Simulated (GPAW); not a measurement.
CuO:

```
CELL_PARAMETERS angstrom
1.99097 -2.15355 0.00000
1.99097 2.15355 0.00000
0.00000 0.00000 5.15593
ATOMIC_POSITIONS crystal
Cu 0.50000 0.00000 0.00000
Cu 0.00000 0.50000 0.50000
O 0.50000 0.50000 0.25000
O 0.50000 0.50000 0.75000
```

Measurements of this composition are mostly on another form, of space group No. 15.

Base run:

```yaml
Program: GPAW 26.7.0
Functional: PBEsol
Potentials_or_basis: PAW data sets generated in the run's folder for this functional
Cutoff: 800 eV
Basis: pw
k_mesh: 7 × 7 × 4
Occupations: fermi-dirac, width 0.05 eV
Spin: no spin polarisation
```

Its results: pressure -3.7 GPa.

Problem. The run is repeated on the same cell with these changes: hubbard terms from none to Cu d U = 8 eV. What comes out?

Solution. Pressure -4.3 GPa.

Caveats: with this Cu data set, volumes or pressures lay over 1.5 % or 2 GPa off other programs in two to four cells of ten; the run has no spin polarisation, though such a crystal can be magnetic; U without spin polarisation on a metal has little footing (some runs).
